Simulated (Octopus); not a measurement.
The system is BN.

```xyz
2
Lattice="0.0000 1.8130 1.8130 1.8130 0.0000 1.8130 1.8130 1.8130 0.0000" Properties=species:S:1:pos:R:3 pbc="T T T"
N     0.9065    0.9065    0.9065
B     0.0000    0.0000    0.0000
```

The cell is a database's computed one.

Base run:

| Property | Result |
| --- | --- |
| Program | Octopus 16.4 |
| Functional | PBE |
| Potentials or basis | pseudodojo_pbe (PseudoDojo 0.5, PBE) |
| Grid spacing | 0.128 Å |
| k mesh | 13 × 13 × 13 |
| Occupations | fermi-dirac, width 0.05 eV |
| Spin | no spin polarisation |

Its results: band gap on the k mesh 4.60 eV, indirect (least direct gap 8.83 eV).

**Question.** The run is repeated on the same cell with these changes: functional from PBE to PBEsol; potentials or basis from pseudodojo_pbe (PseudoDojo 0.5, PBE) to pseudodojo_pbesol (PseudoDojo 0.4, PBEsol). What comes out?

**Answer.** Band gap on the k mesh 4.41 eV, indirect (least direct gap 8.78 eV).

Caveats: an odd mesh through Γ misses points on the zone boundary, where band edges often lie.

Not every run made on this cell is shown here.
